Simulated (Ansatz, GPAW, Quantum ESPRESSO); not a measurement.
# Fitting the LDA energy curve of CoAl

```
CELL_PARAMETERS angstrom
2.81940 0.00000 0.00000
0.00000 2.81940 0.00000
0.00000 0.00000 2.81940
ATOMIC_POSITIONS crystal
Co 0.50000 0.50000 0.50000
Al 0.00000 0.00000 0.00000
```

The cell is a database's computed one, not the measured one.

The cell was scaled at fixed shape and fractions and run with Quantum ESPRESSO, GBRV 1.5 LDA, cutoff 762 eV; LDA, k mesh 9 × 9 × 9 on the cell of 2 atoms, fermi-dirac occupations of 0.05 eV, collinear spin, ferromagnetic start, no spin-orbit coupling. Energies are those that the program minimises, any entropy of the smearing included. For a metal such a mesh isn't converged to the digits shown. The moments vanished.

```csv
V (Å³/atom),energy over the lowest row (meV/atom)
10.5334,8.47
10.7575,?
10.9817,0.00
11.2058,4.76
11.4299,14.75
11.6540,29.37
11.8781,48.16
```

Question: Fit the third-order Birch-Murnaghan form, give V0, B0 and B′, and predict the energy left open.

Answer: With y = (V0/V)^(2/3), E = E0 + (9 V0 B0/16) [(y - 1)³ B′ + (y - 1)² (6 - 4y)]. Least squares through the rows shown give V0 = 10.9059 Å³/atom, E0 = -0.35 meV, B0 = 208.8 GPa (1 eV/Å³ = 160.218 GPa) and B′ = 4.34, with a largest miss of 0.01 meV. At V = 10.7575 the form with these constants gives 1.00 meV; the run gave 1.03 meV an atom. Other set-ups at this level, from all their volumes (Å³/atom, GPa): GPAW, the program's PAW data sets (release 1.2.1) made for this functional: V0 10.980, B0 209.6; Ansatz, all-electron LAPW, scalar-relativistic: V0 10.893, B0 207.4.

The fit describes a stiff intermetallic whose resistance to volume change grows on compression, as the positive B′ shows. In ordered CoAl, hybridisation between Co 3d and Al sp states gives strong, partly directional bonding, and compression adds a rising kinetic-energy and overlap repulsion. The same hybridisation broadens the Co d states and fills them further, which probably explains why the ferromagnetic start loses its moment; other magnetic orders remain untested.

The equilibrium volume lies clearly below the measured one, and the bulk modulus is probably too high as well, both in line with the usual LDA overbinding in 3d metals and their compounds. The close agreement with the all-electron result suggests that the pseudopotentials are not the main cause. GPAW gives both the largest volume and the largest bulk modulus, so its offset is not simply a shift along a common energy curve. The open point lies between fitted volumes, so its successful prediction supports a smooth interpolation, not the accuracy of the functional or an extrapolation to strong compression.
